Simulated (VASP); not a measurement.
# SiMo3 (Fm-3m) in VASP: further runs

Runs on SiMo3. Level: PBE. Tasks: relaxation of cell and atoms.

Everything below comes from runs of VASP 6.6.1. Logs are shortened: lines on timing, memory, paths and dates and some standing lists are left out, and cuts for length are marked.

## Step 1: The structure

It takes space group Fm-3m (No. 225, cubic). The conventional cell has a = 6.220 Å, b = 6.220 Å, c = 6.220 Å, α = 90.00°, β = 90.00°, γ = 90.00°. Si (site symmetry m-3m) is surrounded by 8 Mo at 2.69 Å. Mo (site symmetry m-3m) has 8 Mo at 2.69 Å as nearest neighbours. Mo (site symmetry -43m) has 4 Si at 2.69 Å and 4 Mo at 2.69 Å as nearest neighbours.

The cell was built by a generator and needn't be a form met in nature.

## Step 2: Relaxation of cell and atoms, PBE

Contents of INCAR:

```
SYSTEM = SiMo3
PREC = Normal
ENCUT = 520
EDIFF = 1E-4
ISMEAR = 0
SIGMA = 0.15
LREAL = .False.
LASPH = .True.
NELM = 60
ALGO = Fast
ISIF = 3
LWAVE = .False.
LCHARG = .False.
GGA = PE
IBRION = 2
NSW = 24
EDIFFG = -0.08
KPAR = 2
```

Contents of KPOINTS:

```
Automatic mesh
0
Gamma
  6 6 6
  0 0 0
```

Contents of POSCAR:

```
SiMo3
1.0
    0.0000000000      3.1100000000      3.1100000000
    3.1100000000      0.0000000000      3.1100000000
    3.1100000000      3.1100000000      0.0000000000
Si Mo
1 3
Direct
    0.0000000000      0.0000000000      0.0000000000
    0.5000000000      0.5000000000      0.5000000000
    0.7500000000      0.7500000000      0.7500000000
    0.2500000000      0.2500000000      0.2500000000
```

Potentials or basis: VASP PAW PBE potentials, release 64 (Si, Mo_sv).

Command:

```console
> cat potpaw_PBE.64/Si/POTCAR potpaw_PBE.64/Mo_sv/POTCAR > POTCAR
> mpirun -np 2 vasp_std > vasp.out
```

OUTCAR:

```text
SYSTEM = SiMo3
   PREC = Normal
   ENCUT = 520
   EDIFF = 1E-4
   ISMEAR = 0
   LREAL = .False.
   LASPH = .True.
   NELM = 60
   ISIF = 3
   GGA = PE
   IBRION = 2
   NSW = 24
   EDIFFG = -0.08

 ion  position               nearest neighbor table
   1  0.000  0.000  0.000-   3 2.69   4 2.69   3 2.69   3 2.69   3 2.69   4 2.69   4 2.69   4 2.69
                             2 3.11   2 3.11   2 3.11   2 3.11   2 3.11   2 3.11
   2  0.500  0.500  0.500-   3 2.69   4 2.69   4 2.69   4 2.69   4 2.69   3 2.69   3 2.69   3 2.69
                             1 3.11   1 3.11   1 3.11   1 3.11   1 3.11   1 3.11
   3  0.750  0.750  0.750-   1 2.69   2 2.69   2 2.69   2 2.69   2 2.69   1 2.69   1 2.69   1 2.69
                             4 3.11   4 3.11   4 3.11   4 3.11   4 3.11   4 3.11
   4  0.250  0.250  0.250-   1 2.69   2 2.69   1 2.69   1 2.69   1 2.69   2 2.69   2 2.69   2 2.69
                             3 3.11   3 3.11   3 3.11   3 3.11   3 3.11   3 3.11

  LATTYP: Found a face centered cubic cell.
 ALAT       =     6.2200000000

  Lattice vectors:

 A1 = (   0.0000000000,   3.1100000000,   3.1100000000)
 A2 = (   3.1100000000,   0.0000000000,   3.1100000000)
 A3 = (   3.1100000000,   3.1100000000,   0.0000000000)

Analysis of symmetry for initial positions (statically):
=====================================================================
 Subroutine PRICEL returns:
 Original cell was already a primitive cell.

 Routine SETGRP: Setting up the symmetry group for a
 face centered cubic supercell.

 Subroutine GETGRP returns: Found 48 space group operations
 (whereof 48 operations were pure point group operations)
 out of a pool of 48 trial point group operations.

The static configuration has the point symmetry O_h .

Analysis of symmetry for dynamics (positions and initial velocities):
=====================================================================
 Subroutine PRICEL returns:
 Original cell was already a primitive cell.

 Routine SETGRP: Setting up the symmetry group for a
 face centered cubic supercell.

 Subroutine GETGRP returns: Found 48 space group operations
 (whereof 48 operations were pure point group operations)
 out of a pool of 48 trial point group operations.

The dynamic configuration has the point symmetry O_h .

 Subroutine INISYM returns: Found 48 space group operations
 (whereof 48 operations are pure point group operations),
 and found     1 'primitive' translations

----------------------------------------------------------------------------------------

                                     Primitive cell

  volume of cell :      60.1605
[... 78 lines left out ...]
   ISPIN  =      1    spin polarized calculation?
   LNONCOLLINEAR =      F non collinear calculations
   LSORBIT =      F    spin-orbit coupling
   LASPH  =      T    aspherical Exc in radial PAW
   ENCUT  =  520.0 eV  38.22 Ry    6.18 a.u.   8.18  8.18  8.18*2*pi/ulx,y,z
   NELM   =     60;   NELMIN=  2; NELMDL= -5     # of ELM steps
   EDIFF  = 0.1E-03   stopping-criterion for ELM
   LREAL  =      F    real-space projection
   EDIFFG = -.8E-01   stopping-criterion for IOM
   NSW    =     24    number of steps for IOM
   IBRION =      2    ionic relax: 0-MD 1-quasi-New 2-CG
   NFREE  =      1    steps in history (QN), initial steepest desc. (CG)
   ISIF   =      3    stress and relaxation
   ISYM   =      2    0-nonsym 1-usesym 2-fastsym
   POTIM  = 0.5000    time-step for ionic-motion
   TEBEG  =    0.0;   TEEND  =   0.0 temperature during run
   PSTRESS=    0.0 pullay stress
   NELECT =      46.0000    total number of electrons
   NUPDOWN=      -1.0000    fix difference up-down
   EMIN   =  10.00;   EMAX   =-10.00  energy-range for DOS
   EFERMI =   0.00;   METHOD = LEGACY
   ISMEAR =     0;   SIGMA  =   0.15  broadening in eV -4-tet -1-fermi 0-gaus
   EFERMI_NEDOS =   21; number of points for ismear=-14 and -15
   IALGO  =     68    algorithm
   IMIX   =      4    mixing-type and parameters
     AMIX     =   0.40;   BMIX     =  1.00
     AMIX_MAG =   1.60;   BMIX_MAG =  1.00
  volume/ion in A,a.u.               =      15.04       101.50
  Fermi-wavevector in a.u.,A,eV,Ry     =   1.497007  2.828932 30.491048  2.241029
  Thomas-Fermi vector in A             =   2.608950
   LORBIT       =      0    0 simple, 1 ext, 2 COOP (PROOUT), +10 PAW based schemes
   GGA     = PE    functional components
   LHFCALC =     F    Hartree Fock is set to
   AEXX    =    0.0000 exact exchange contribution
   IVDW    =     0    specifies the selected vdW correction
   LEPSILON=     F    determine dielectric tensor
   LRPA    =     F    only Hartree local field effects (RPA)
 conjugate gradient relaxation of ions
 non-spin polarized calculation
 RMM-DIIS sequential band-by-band and
 Gauss-broadening in eV      SIGMA  =   0.15
  energy-cutoff  :      520.00
  volume of cell :       60.16
 maximum number of plane-waves:      1639
   NGX = 17   NGY = 17   NGZ = 17

--------------------------------------- Ionic step        1  -------------------------------------------

 number of electron      45.9999986 magnetization

 Free energy of the ion-electron system (eV)
  ---------------------------------------------------
  ext. energy  EPLUGINS =         0.00000000
  ---------------------------------------------------
  free energy    TOTEN  =       -38.45758261 eV

  energy without entropy =      -38.42055092  energy(sigma->0) =      -38.43906677

------------------------ aborting loop because EDIFF is reached ----------------------------------------

  FORCE on cell =-STRESS in cart. coord.  units (eV):
  Direction    XX          YY          ZZ          XY          YZ          ZX
  --------------------------------------------------------------------------------------
  -------------------------------------------------------------------------------------
  Total       -0.7455704     -0.7455704     -0.7455704     -0.0000000     -0.0000000      0.0000000
  in kB      -19.8558318    -19.8558318    -19.8558318     -0.0000000     -0.0000000      0.0000000
  external PRESSURE =     -19.8558318 kB  Pullay stress =       0.0000000 kB
[... 63 lines left out ...]
--------------------------------------- Ionic step        3  -------------------------------------------

 number of electron      45.9999988 magnetization

 Free energy of the ion-electron system (eV)
  ---------------------------------------------------
  ext. energy  EPLUGINS =         0.00000000
  ---------------------------------------------------
  free energy    TOTEN  =       -38.46138142 eV

  energy without entropy =      -38.42469713  energy(sigma->0) =      -38.44303928

 E-fermi :  12.2875     XC(G=0): -13.0148

 val. band max:       12.1133143326   @ k =   0.3333   0.3333   0.0000
 cond. band min:      12.3009852324   @ k =   0.3333   0.0000   0.0000
 fundamental gap:      0.1876708999
 Fermi energy:        12.2874580178

 k-point     1 :       0.0000    0.0000    0.0000
  band No.  band energies     occupation
      1     -48.8920      2.00000
      2     -48.2888      2.00000
      3     -48.2819      2.00000
      4     -23.1472      2.00000
      5     -23.1472      2.00000
      6     -23.1472      2.00000
[... 500 lines left out ...]
  FREE ENERGIE OF THE ION-ELECTRON SYSTEM (eV)
  ---------------------------------------------------
  free  energy   TOTEN  =       -38.4613814200 eV

  energy  without entropy=      -38.4246971347  energy(sigma->0) =      -38.44303928

 reached required accuracy - stopping structural energy minimisation
```

OSZICAR:

```text
N       E                     dE             d eps       ncg     rms          rms(c)
DAV:   1     0.523763435167E+03    0.52376E+03   -0.28382E+04   864   0.172E+03
DAV:   2    -0.169543143921E+02   -0.54072E+03   -0.53235E+03   930   0.526E+02
DAV:   3    -0.399034534277E+02   -0.22949E+02   -0.21937E+02  1148   0.895E+01
DAV:   4    -0.404157083000E+02   -0.51225E+00   -0.50547E+00  1056   0.110E+01
[... 25 lines left out ...]
RMM:   4    -0.384614157479E+02    0.15595E-03   -0.15690E-02   895   0.801E-01    0.464E-01
RMM:   5    -0.384623015552E+02   -0.88581E-03   -0.18590E-02   937   0.580E-01    0.240E-01
RMM:   6    -0.384615724403E+02    0.72911E-03   -0.19244E-03   876   0.338E-01    0.131E-01
RMM:   7    -0.384613452684E+02    0.22717E-03   -0.27651E-03   780   0.246E-01    0.389E-02
RMM:   8    -0.384613814200E+02   -0.36152E-04   -0.42026E-04   639   0.104E-01
   3 F= -.38461381E+02 E0= -.38443039E+02  d E =-.379881E-02
```

CONTCAR:

```text
SiMo3
   1.00000000000000
    -0.0000000000000000    3.0999577758633454    3.0999577758633454
     3.0999577758633454    0.0000000000000000    3.0999577758633454
     3.0999577758633454    3.0999577758633454    0.0000000000000000
  Si              Mo
     1     3
Direct
     0.0000000000000000    0.0000000000000000    0.0000000000000000
     0.5000000000000000    0.5000000000000000    0.5000000000000000
     0.7500000000000000    0.7500000000000000    0.7500000000000000
     0.2500000000000000    0.2500000000000000    0.2500000000000000

  0.00000000E+00  0.00000000E+00  0.00000000E+00
  0.00000000E+00  0.00000000E+00  0.00000000E+00
  0.00000000E+00  0.00000000E+00  0.00000000E+00
  0.00000000E+00  0.00000000E+00  0.00000000E+00
```

Run time: 14 s. Hardware: 2 MPI ranks of Intel Xeon 6975P-C (Granite Rapids), shared host; peak memory 0.15 GiB.

Results:

```
Free energy                            : -38.4614 eV
Relaxed volume                         : 14.89 Å³/atom
Relaxed cell                           : a = 4.384 Å, b = 4.384 Å, c = 4.384 Å, α = 60.00°, β = 60.00°, γ = 60.00°
Space group after relaxing (to 0.05 Å) : Fm-3m (No. 225)
Energy gained by relaxing              : 0.9 meV/atom
Ionic steps                            : 3
Pressure after relaxing                : 0.0 GPa
Band gap on the k mesh                 : none (metal or under the smearing width)
```

The path:
```tsv
step	energy change (eV)	largest force (eV/Å)	pressure (GPa)	volume (Å³)
1	0.0000	0.0000	-1.99	60.16
2	0.0105	0.0000	4.73	58.55
3	-0.0038	0.0000	-0.02	59.58
```

Final structure:
```xyz
4
Lattice="0.0000 3.1000 3.1000 3.1000 0.0000 3.1000 3.1000 3.1000 0.0000" Properties=species:S:1:pos:R:3 pbc="T T T"
Si    0.0000    0.0000    0.0000
Mo    3.1000    3.1000    3.1000
Mo    4.6499    4.6499    4.6499
Mo    1.5500    1.5500    1.5500
```

Levels at points of the mesh, in eV from the Fermi level:
```csv
k point,band 19,band 20,band 21,band 22,band 23,band 24,band 25,band 26,band 27
"(0.00, 0.00, 0.00)",-1.99,-1.99,-1.99,1.51,1.51,1.51,1.69,2.13,2.13
"(0.50, 0.00, 0.00)",-2.82,-1.56,-1.56,-0.68,-0.68,-0.47,1.64,1.65,2.04
"(0.50, 0.50, 0.00)",-2.53,-2.53,-2.45,-1.15,0.39,0.39,0.84,1.38,1.73
```

Caveat: the relaxation stopped at a loose force limit of 0.08 eV/Å, so its end isn't a converged minimum.

## Step 3: Relaxation of cell and atoms, PBE

This run uses another cell than the first one, of 16.36 Å³/atom, 1.088 times its volume.

INCAR is that of step 2.

Contents of KPOINTS:

```
Automatic mesh
0
Gamma
  5 5 5
  0 0 0
```

Contents of POSCAR:

```
SiMo3
1.0
    4.0700244100      0.0000000000      0.0000000000
    0.0000000000      4.0700244100      0.0000000000
    0.0000000000      0.0000000000      3.9506284200
Si Mo
1 3
Direct
    0.0000000000      0.0000000000      0.0000000000
    0.5000000000      0.5000000000      0.0000000000
    0.5000000000      0.0000000000      0.5000000000
    0.0000000000      0.5000000000      0.5000000000
```

Potentials or basis: VASP PAW PBE potentials, release 64 (Si, Mo_sv).

Command:

```console
> cat potpaw_PBE.64/Si/POTCAR potpaw_PBE.64/Mo_sv/POTCAR > POTCAR
> mpirun -np 2 vasp_std > vasp.out
```

It took 20 s on 2 MPI ranks of Intel Xeon 6975P-C (Granite Rapids), shared host; peak memory 0.15 GiB.

The run converged. Its results:

```yaml
Free_energy: -38.1649 eV
Relaxed_volume: 15.00 Å³/atom
Relaxed_cell: a = 3.954 Å, b = 3.954 Å, c = 3.837 Å, α = 90.00°, β = 90.00°, γ = 90.00°
Space_group_after_relaxing_to_0.05_Å: P4/mmm (No. 123)
Energy_gained_by_relaxing: 74.9 meV/atom
Ionic_steps: 6
Pressure_after_relaxing: 0.4 GPa
Band_gap_on_the_k_mesh: none (metal or under the smearing width)
```

Stress tensor (GPa, compression positive):
```
0.55 0.00 0.00
0.00 0.55 0.00
0.00 0.00 0.13
```

Step by step:
```csv
step,energy change (eV),largest force (eV/Å),pressure (GPa),volume (Å³)
1,0.0000,0.0000,-16.66,65.44
2,1.1716,0.0000,57.50,50.61
3,-0.2984,0.0000,-1.07,60.41
4,-0.2995,0.0000,-0.85,60.18
5,-0.2922,0.0000,3.13,59.32
6,-0.2995,0.0000,0.41,60.00
```

Final structure:
```xyz
4
Lattice="3.9542 0.0000 0.0000 0.0000 3.9542 0.0000 0.0000 0.0000 3.8370" Properties=species:S:1:pos:R:3 pbc="T T T"
Si    0.0000    0.0000    0.0000
Mo    1.9771    1.9771    0.0000
Mo    1.9771    0.0000    1.9185
Mo    0.0000    1.9771    1.9185
```

Levels at points of the mesh, in eV from the Fermi level:
| k point | band 20 | band 21 | band 22 | band 23 | band 24 | band 25 | band 26 | band 27 |
| --- | --- | --- | --- | --- | --- | --- | --- | --- |
| (0.00, 0.00, 0.00) | -1.02 | -1.02 | -0.62 | 0.01 | 0.01 | 0.21 | 2.15 | 2.49 |

Caveat: the relaxation stopped at a loose force limit of 0.08 eV/Å, so its end isn't a converged minimum.

[end of part 1 of 2]
